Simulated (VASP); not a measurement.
Crystal: HgSe (pbesol).

```
Hg Se
1.0
     0.00000    3.03900    3.03900
     3.03900    0.00000    3.03900
     3.03900    3.03900    0.00000
Hg Se
1 1
Direct
  0.00000 0.00000 0.00000
  0.25000 0.25000 0.25000
```

- Program: VASP 6.6.1
- Task: relaxation of cell and atoms
- Functional: PBEsol
- Potentials or basis: VASP PAW PBE potentials, release 64 (Hg, Se)
- Cutoff: 600 eV
- k mesh: 12 × 12 × 12
- Occupations: gaussian, width 0.1 eV
- Spin: no spin polarisation

At the start: pressure 1.9 GPa; volume 28.07 Å³/atom.

Q: Where does the relaxation end?

A: Over 3 steps the energy falls by 5.3 meV/atom and the volume is 29.01 Å³/atom (+3.4 %); space group F-43m (No. 216, to 0.05 Å).

The path:
| step | energy change (eV) | largest force (eV/Å) | pressure (GPa) | volume (Å³) |
| --- | --- | --- | --- | --- |
| 1 | 0.0000 | 0.0000 | 1.85 | 56.13 |
| 2 | -0.0089 | 0.0000 | -0.67 | 58.81 |
| 3 | -0.0106 | 0.0000 | 0.01 | 58.02 |

Final structure:
```
Hg Se
1.0
     0.00000    3.07274    3.07274
     3.07274    0.00000    3.07274
     3.07274    3.07274    0.00000
Hg Se
1 1
Direct
  0.00000 0.00000 0.00000
  0.25000 0.25000 0.25000
```

Caveat: the PAW data sets were made with another functional, which shifts forces and pressure a little.
